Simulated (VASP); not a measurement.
# GeSb2Te4 (P4/mmm) in VASP: a series of runs

One crystal, GeSb2Te4, is run at these levels: PBE; tasks: relaxation of cell and atoms.

Everything below comes from runs of VASP 6.6.1. Logs are shortened: lines on timing, memory, paths and dates and some standing lists are left out, and cuts for length are marked.

### Step 1. The structure

The structure is tetragonal, space group P4/mmm (No. 123). Conventional cell: a = 8.402 Å, b = 8.402 Å, c = 3.122 Å, α = 90.00°, β = 90.00°, γ = 90.00°. Ge (site symmetry 4/mmm) is surrounded by 4 Te at 2.99 Å and 2 Ge at 3.12 Å. Sb (site symmetry mmm) is surrounded by 2 Sb at 3.12 Å and 8 Te at 3.36 Å. Te (site symmetry m2m) is surrounded by 1 Ge at 2.99 Å and 2 Te at 3.12 Å and 4 Sb at 3.36 Å.

The cell was built by a generator and needn't be a form met in nature.

### Step 2. Relaxation of cell and atoms, PBE

File INCAR:

```
PREC = Accurate
ENCUT = 520
EDIFF = 1E-6
ISMEAR = 0
SIGMA = 0.1
LREAL = False
LASPH = True
NELM = 120
ALGO = Normal
ISIF = 3
LWAVE = False
LCHARG = False
GGA = PE
IBRION = 2
NSW = 90
EDIFFG = -0.01
KPAR = 4
```

File KPOINTS:

```
Automatic mesh
0
Gamma
  4 4 10
```

File POSCAR:

```
GeSb2Te4
1.0
    8.4020000000      0.0000000000      0.0000000000
    0.0000000000      8.4020000000      0.0000000000
    0.0000000000      0.0000000000      3.1220000000
Ge Sb Te
1 2 4
Direct
    0.0000000000      0.0000000000      0.0000000000
    0.0000000000      0.5000000000      0.5000000000
    0.5000000000      0.0000000000      0.5000000000
    0.7481552000      0.7481552000      0.0000000000
    0.2518448000      0.2518448000      0.0000000000
    0.7481552000      0.2518448000      0.0000000000
    0.2518448000      0.7481552000      0.0000000000
```

Potentials or basis: VASP PAW PBE potentials, release 64 (Ge_d, Sb, Te).

On the command line:

```bash
cat potpaw_PBE.64/Ge_d/POTCAR potpaw_PBE.64/Sb/POTCAR potpaw_PBE.64/Te/POTCAR > POTCAR
mpirun -np 4 vasp_std > vasp.out
```

OUTCAR:

```text
PREC = Accurate
   ENCUT = 520
   EDIFF = 1E-6
   ISMEAR = 0
   LREAL = False
   LASPH = True
   NELM = 120
   ISIF = 3
   GGA = PE
   IBRION = 2
   NSW = 90
   EDIFFG = -0.01

 ion  position               nearest neighbor table
   1  0.000  0.000  0.000-   4 2.99   5 2.99   6 2.99   7 2.99
   2  0.000  0.500  0.500-   4 3.36   5 3.36   6 3.36   7 3.36   4 3.36   5 3.36   6 3.36   7 3.36

   3  0.500  0.000  0.500-   4 3.36   5 3.36   6 3.36   7 3.36   4 3.36   5 3.36   6 3.36   7 3.36

   4  0.748  0.748  0.000-   1 2.99   2 3.36   3 3.36   2 3.36   3 3.36
   5  0.252  0.252  0.000-   1 2.99   2 3.36   3 3.36   2 3.36   3 3.36
   6  0.748  0.252  0.000-   1 2.99   2 3.36   3 3.36   2 3.36   3 3.36
   7  0.252  0.748  0.000-   1 2.99   2 3.36   3 3.36   2 3.36   3 3.36

  LATTYP: Found a simple tetragonal cell.
 ALAT       =     8.4020000000
 C/A-ratio  =     0.3715781957

  Lattice vectors:

 A1 = (   8.4020000000,   0.0000000000,   0.0000000000)
 A2 = (   0.0000000000,   8.4020000000,   0.0000000000)
 A3 = (   0.0000000000,   0.0000000000,   3.1220000000)

Analysis of symmetry for initial positions (statically):
=====================================================================
 Subroutine PRICEL returns:
 Original cell was already a primitive cell.

 Routine SETGRP: Setting up the symmetry group for a
 simple tetragonal supercell.

 Subroutine GETGRP returns: Found 16 space group operations
 (whereof 16 operations were pure point group operations)
 out of a pool of 16 trial point group operations.

The static configuration has the point symmetry D_4h.

Analysis of symmetry for dynamics (positions and initial velocities):
=====================================================================
 Subroutine PRICEL returns:
 Original cell was already a primitive cell.

 Routine SETGRP: Setting up the symmetry group for a
 simple tetragonal supercell.

 Subroutine GETGRP returns: Found 16 space group operations
 (whereof 16 operations were pure point group operations)
 out of a pool of 16 trial point group operations.

The dynamic configuration has the point symmetry D_4h.

 Subroutine INISYM returns: Found 16 space group operations
 (whereof 16 operations are pure point group operations),
 and found     1 'primitive' translations

[... 125 lines left out ...]
  volume/ion in A,a.u.               =      31.48       212.47
  Fermi-wavevector in a.u.,A,eV,Ry     =   0.984969  1.861321 13.199877  0.970164
  Thomas-Fermi vector in A             =   2.116241
   LORBIT       =      0    0 simple, 1 ext, 2 COOP (PROOUT), +10 PAW based schemes
   GGA     = PE    functional components
   LHFCALC =     F    Hartree Fock is set to
   AEXX    =    0.0000 exact exchange contribution
   IVDW    =     0    specifies the selected vdW correction
   LEPSILON=     F    determine dielectric tensor
   LRPA    =     F    only Hartree local field effects (RPA)
 conjugate gradient relaxation of ions
 non-spin polarized calculation
 Gauss-broadening in eV      SIGMA  =   0.10
  energy-cutoff  :      520.00
  volume of cell :      220.39
 maximum number of plane-waves:      5964
 NGX is ok and might be reduce to    64
   NGX = 31   NGY = 31   NGZ = 11

--------------------------------------- Ionic step        1  -------------------------------------------

 number of electron      48.0000023 magnetization

 Free energy of the ion-electron system (eV)
  ---------------------------------------------------
  ext. energy  EPLUGINS =         0.00000000
  ---------------------------------------------------
  free energy    TOTEN  =       -23.98693271 eV

  energy without entropy =      -23.96771512  energy(sigma->0) =      -23.97732391

------------------------ aborting loop because EDIFF is reached ----------------------------------------

  FORCE on cell =-STRESS in cart. coord.  units (eV):
  Direction    XX          YY          ZZ          XY          YZ          ZX
  --------------------------------------------------------------------------------------
  -------------------------------------------------------------------------------------
  Total       -1.0804576     -1.0804576      1.8740486      0.0000000      0.0000000      0.0000000
  in kB       -7.8545275     -7.8545275     13.6236407      0.0000000      0.0000000      0.0000000
  external PRESSURE =      -0.6951381 kB  Pullay stress =       0.0000000 kB
[... 104 lines left out ...]
  FREE ENERGIE OF THE ION-ELECTRON SYSTEM (eV)
  ---------------------------------------------------
  free  energy   TOTEN  =       -24.0053686652 eV

  energy  without entropy=      -23.9826037808  energy(sigma->0) =      -23.99398622

[... ionic steps 4 to 8 ...]

--------------------------------------- Ionic step        9  -------------------------------------------

 number of electron      48.0000014 magnetization

------------------------ aborting loop because EDIFF is reached ----------------------------------------
[... 77 lines left out ...]
--------------------------------------- Ionic step       11  -------------------------------------------

 number of electron      48.0000016 magnetization

 Free energy of the ion-electron system (eV)
  ---------------------------------------------------
  ext. energy  EPLUGINS =         0.00000000
  ---------------------------------------------------
  free energy    TOTEN  =       -24.01234304 eV

  energy without entropy =      -23.98916591  energy(sigma->0) =      -24.00075448

 E-fermi :   6.2863     XC(G=0):  -9.3436

 val. band max:        6.2821652240   @ k =   0.2500   0.0000   0.1000
 cond. band min:       6.2875309601   @ k =   0.5000   0.0000   0.5000
 fundamental gap:      0.0053657361
 Fermi energy:         6.2863350519

 k-point     1 :       0.0000    0.0000    0.0000
  band No.  band energies     occupation
      1     -18.5388      2.00000
      2     -18.5332      2.00000
      3     -18.5205      2.00000
      4     -18.4943      2.00000
      5     -18.4943      2.00000
      6      -7.0486      2.00000
[... 733 lines left out ...]
     27       6.6309      0.00000
     28       7.0515      0.00000

 [... further k-points ...]

------------------------ aborting loop because EDIFF is reached ----------------------------------------

  FORCE on cell =-STRESS in cart. coord.  units (eV):
  Direction    XX          YY          ZZ          XY          YZ          ZX
  --------------------------------------------------------------------------------------
  -------------------------------------------------------------------------------------
  Total        0.0215543      0.0215543     -0.0479711      0.0000000      0.0000000     -0.0000000
  in kB        0.1592116      0.1592116     -0.3543399      0.0000000      0.0000000     -0.0000000
  external PRESSURE =      -0.0119722 kB  Pullay stress =       0.0000000 kB
[... 22 lines left out ...]
  FREE ENERGIE OF THE ION-ELECTRON SYSTEM (eV)
  ---------------------------------------------------
  free  energy   TOTEN  =       -24.0123430433 eV

  energy  without entropy=      -23.9891659118  energy(sigma->0) =      -24.00075448

 reached required accuracy - stopping structural energy minimisation
```

Run time: 4.2 min. Hardware: 4 MPI ranks of Intel Xeon 6975P-C (Granite Rapids), shared host; peak memory 0.48 GiB.

Results:

| Quantity | Value |
| --- | --- |
| Free energy | -24.0123 eV |
| Relaxed volume | 30.99 Å³/atom |
| Relaxed cell | a = 8.277 Å, b = 8.277 Å, c = 3.166 Å, α = 90.00°, β = 90.00°, γ = 90.00° |
| Space group after relaxing (to 0.05 Å) | P4/mmm (No. 123) |
| Energy gained by relaxing | 3.6 meV/atom |
| Ionic steps | 11 |
| Pressure after relaxing | 0.0 GPa |
| Band gap on the k mesh | none (metal or under the smearing width) |

Forces in eV/Å, atoms in the order of the input:
```
Ge   0.000  0.000  0.000
Sb   0.000  0.000  0.000
Sb   0.000  0.000  0.000
Te  -0.001 -0.001  0.000
Te   0.001  0.001  0.000
Te  -0.001  0.001  0.000
Te   0.001 -0.001  0.000
```

Step by step:
| step | energy change (eV) | largest force (eV/Å) | pressure (GPa) | volume (Å³) |
| --- | --- | --- | --- | --- |
| 1 | 0.0000 | 0.0131 | -0.07 | 220.39 |
| 2 | -0.0184 | 0.0648 | -0.27 | 219.93 |
| 3 | -0.0184 | 0.0628 | -0.26 | 219.94 |
| 4 | -0.0204 | 0.0768 | 0.03 | 218.29 |
| 5 | -0.0205 | 0.0804 | 0.12 | 217.89 |
| 6 | -0.0221 | 0.0675 | 0.10 | 217.62 |
| 7 | -0.0249 | 0.0284 | 0.09 | 216.79 |
| 8 | -0.0218 | 0.0514 | 0.07 | 215.15 |
| 9 | -0.0253 | 0.0093 | 0.09 | 216.38 |
| 10 | -0.0252 | 0.0059 | -0.15 | 217.51 |
| 11 | -0.0254 | 0.0020 | 0.00 | 216.91 |

Final structure:
```cif
data_structure
_symmetry_space_group_name_H-M 'P 1'
_symmetry_Int_Tables_number 1
_cell_length_a 8.2774
_cell_length_b 8.2774
_cell_length_c 3.1658
_cell_angle_alpha 90.000
_cell_angle_beta 90.000
_cell_angle_gamma 90.000
_cell_volume 216.91
loop_
_atom_site_label
_atom_site_type_symbol
_atom_site_fract_x
_atom_site_fract_y
_atom_site_fract_z
_atom_site_occupancy
Ge1 Ge 0.00000 0.00000 0.00000 1
Sb1 Sb 0.00000 0.50000 0.50000 1
Sb2 Sb 0.50000 0.00000 0.50000 1
Te1 Te 0.74515 0.74515 0.00000 1
Te2 Te 0.25485 0.25485 0.00000 1
Te3 Te 0.74515 0.25485 0.00000 1
Te4 Te 0.25485 0.74515 0.00000 1
```

### Step 3. Relaxation of cell and atoms, PBE

This run uses another cell than the first one, of 30.99 Å³/atom, 0.984 times its volume.

INCAR: that of step 2 with these lines changed.

```diff
@@ -2,3 +2,3 @@
 ENCUT = 520
-EDIFF = 1E-6
+EDIFF = 1E-7
 ISMEAR = 0
@@ -14,4 +14,5 @@
 IBRION = 2
-NSW = 90
-EDIFFG = -0.01
+NSW = 60
+EDIFFG = -0.005
+POTIM = 0.3
 KPAR = 4
```

KPOINTS is that of step 2.

File POSCAR:

```
GeSb2Te4                                
1.0
    8.2773589021      0.0000000000      0.0000000000
   -0.0000000000      8.2773589021     -0.0000000000
    0.0000000000      0.0000000000      3.1658224696
  Ge              Sb              Te            
     1     2     4
Direct
     0.0000000000000000    0.0000000000000000    0.0000000000000000
     0.0000000000000000    0.5000000000000000    0.5000000000000000
     0.5000000000000000    0.0000000000000000    0.5000000000000000
     0.7451471800561360    0.7451471800561360    0.0000000000000000
     0.2548528199438639    0.2548528199438639    0.0000000000000000
     0.7451471800561360    0.2548528199438639    0.0000000000000000
     0.2548528199438639    0.7451471800561360    0.0000000000000000
```

Potentials or basis: VASP PAW PBE potentials, release 64 (Ge_d, Sb, Te).

On the command line:

```bash
cat potpaw_PBE.64/Ge_d/POTCAR potpaw_PBE.64/Sb/POTCAR potpaw_PBE.64/Te/POTCAR > POTCAR
mpirun -np 4 vasp_std > vasp.out
```

OUTCAR:

```text
PREC = Accurate
   ENCUT = 520
   EDIFF = 1E-7
   ISMEAR = 0
   LREAL = False
   LASPH = True
   NELM = 120
   ISIF = 3
   GGA = PE
   IBRION = 2
   NSW = 60
   EDIFFG = -0.005
   POTIM = 0.3

 ion  position               nearest neighbor table
   1  0.000  0.000  0.000-   4 2.98   5 2.98   6 2.98   7 2.98
   2  0.000  0.500  0.500-   4 3.33   5 3.33   6 3.33   7 3.33   4 3.33   5 3.33   6 3.33   7 3.33

   3  0.500  0.000  0.500-   4 3.33   5 3.33   6 3.33   7 3.33   4 3.33   5 3.33   6 3.33   7 3.33

   4  0.745  0.745  0.000-   1 2.98   2 3.33   3 3.33   2 3.33   3 3.33
   5  0.255  0.255  0.000-   1 2.98   2 3.33   3 3.33   2 3.33   3 3.33
   6  0.745  0.255  0.000-   1 2.98   2 3.33   3 3.33   2 3.33   3 3.33
   7  0.255  0.745  0.000-   1 2.98   2 3.33   3 3.33   2 3.33   3 3.33

  LATTYP: Found a simple tetragonal cell.
 ALAT       =     8.2773589021
 C/A-ratio  =     0.3824677058

  Lattice vectors:

 A1 = (   8.2773589021,   0.0000000000,   0.0000000000)
 A2 = (   0.0000000000,   8.2773589021,   0.0000000000)
 A3 = (   0.0000000000,   0.0000000000,   3.1658224696)

Analysis of symmetry for initial positions (statically):
=====================================================================
 Subroutine PRICEL returns:
 Original cell was already a primitive cell.

 Routine SETGRP: Setting up the symmetry group for a
 simple tetragonal supercell.

 Subroutine GETGRP returns: Found 16 space group operations
 (whereof 16 operations were pure point group operations)
 out of a pool of 16 trial point group operations.

The static configuration has the point symmetry D_4h.

Analysis of symmetry for dynamics (positions and initial velocities):
=====================================================================
 Subroutine PRICEL returns:
 Original cell was already a primitive cell.

[... 199 lines left out ...]
    total drift:                                0.000000      0.000000     -0.000000

  FREE ENERGIE OF THE ION-ELECTRON SYSTEM (eV)
  ---------------------------------------------------
  free  energy   TOTEN  =       -24.0122072796 eV

  energy  without entropy=      -23.9890308797  energy(sigma->0) =      -24.00061908

--------------------------------------- Ionic step        2  -------------------------------------------

 number of electron      48.0000016 magnetization

 Free energy of the ion-electron system (eV)
  ---------------------------------------------------
  ext. energy  EPLUGINS =         0.00000000
  ---------------------------------------------------
  free energy    TOTEN  =       -24.01221825 eV

  energy without entropy =      -23.98903109  energy(sigma->0) =      -24.00062467

 E-fermi :   6.2882     XC(G=0):  -9.3444

 val. band max:        6.2836045010   @ k =   0.2500   0.0000   0.1000
 cond. band min:       6.2893869757   @ k =   0.5000   0.0000   0.5000
 fundamental gap:      0.0057824747
 Fermi energy:         6.2882106193

 k-point     1 :       0.0000    0.0000    0.0000
  band No.  band energies     occupation
      1     -18.5369      2.00000
      2     -18.5313      2.00000
      3     -18.5185      2.00000
      4     -18.4923      2.00000
      5     -18.4923      2.00000
      6      -7.0480      2.00000
[... 733 lines left out ...]
     27       6.6331      0.00000
     28       7.0524      0.00000

 [... further k-points ...]

------------------------ aborting loop because EDIFF is reached ----------------------------------------

  FORCE on cell =-STRESS in cart. coord.  units (eV):
  Direction    XX          YY          ZZ          XY          YZ          ZX
  --------------------------------------------------------------------------------------
  -------------------------------------------------------------------------------------
  Total        0.0140034      0.0140034     -0.0133108      0.0000000      0.0000000     -0.0000000
  in kB        0.1034552      0.1034552     -0.0983383      0.0000000      0.0000000     -0.0000000
  external PRESSURE =       0.0361907 kB  Pullay stress =       0.0000000 kB

 VOLUME and BASIS-vectors are now :
 -----------------------------------------------------------------------------
  energy-cutoff  :      520.00
  volume of cell :      216.87
      direct lattice vectors                 reciprocal lattice vectors
     8.277602469  0.000000000  0.000000000     0.120807928  0.000000000  0.000000000
     0.000000000  8.277602469  0.000000000     0.000000000  0.120807928  0.000000000
    -0.000000000  0.000000000  3.165058159    -0.000000000  0.000000000  0.315949960

 POSITION                                       TOTAL-FORCE (eV/Angst)
 -----------------------------------------------------------------------------------
      0.00000      0.00000      0.00000        -0.000000      0.000000      0.000000
     -0.00000      4.13880      1.58253         0.000000      0.000000      0.000000
      4.13880      0.00000      1.58253         0.000000      0.000000      0.000000
      6.16799      6.16799      0.00000        -0.000999     -0.000999     -0.000000
      2.10961      2.10961      0.00000         0.000999      0.000999      0.000000
      6.16799      2.10961      3.16506        -0.000999      0.000999     -0.000000
      2.10961      6.16799      0.00000         0.000999     -0.000999      0.000000
 -----------------------------------------------------------------------------------
    total drift:                               -0.000000      0.000000     -0.000000

  FREE ENERGIE OF THE ION-ELECTRON SYSTEM (eV)
  ---------------------------------------------------
  free  energy   TOTEN  =       -24.0122182516 eV

  energy  without entropy=      -23.9890310919  energy(sigma->0) =      -24.00062467

 reached required accuracy - stopping structural energy minimisation
```

It took 58 s on 4 MPI ranks of Intel Xeon 6975P-C (Granite Rapids), shared host; peak memory 0.47 GiB.

What came out:

| Quantity | Value |
| --- | --- |
| Free energy | -24.0122 eV |
| Relaxed volume | 30.98 Å³/atom |
| Relaxed cell | a = 8.278 Å, b = 8.278 Å, c = 3.165 Å, α = 90.00°, β = 90.00°, γ = 90.00° |
| Space group after relaxing (to 0.05 Å) | P4/mmm (No. 123) |
| Energy gained by relaxing | 0.0 meV/atom |
| Ionic steps | 2 |
| Pressure after relaxing | 0.0 GPa |
| Band gap on the k mesh | none (metal or under the smearing width) |

Final structure:
```yaml
crystal:
  lattice:
    - [8.27760, 0.00000, 0.00000]
    - [0.00000, 8.27760, 0.00000]
    - [0.00000, 0.00000, 3.16506]
  atoms:
    - { symbol: Ge, position: [0.00000, 0.00000, 0.00000] }
    - { symbol: Sb, position: [0.00000, 0.50000, 0.50000] }
    - { symbol: Sb, position: [0.50000, 0.00000, 0.50000] }
    - { symbol: Te, position: [0.74514, 0.74514, 0.00000] }
    - { symbol: Te, position: [0.25486, 0.25486, 0.00000] }
    - { symbol: Te, position: [0.74514, 0.25486, 0.00000] }
    - { symbol: Te, position: [0.25486, 0.74514, 0.00000] }
```

Spin-orbit coupling is left out, which matters for the levels of Sb, Te.
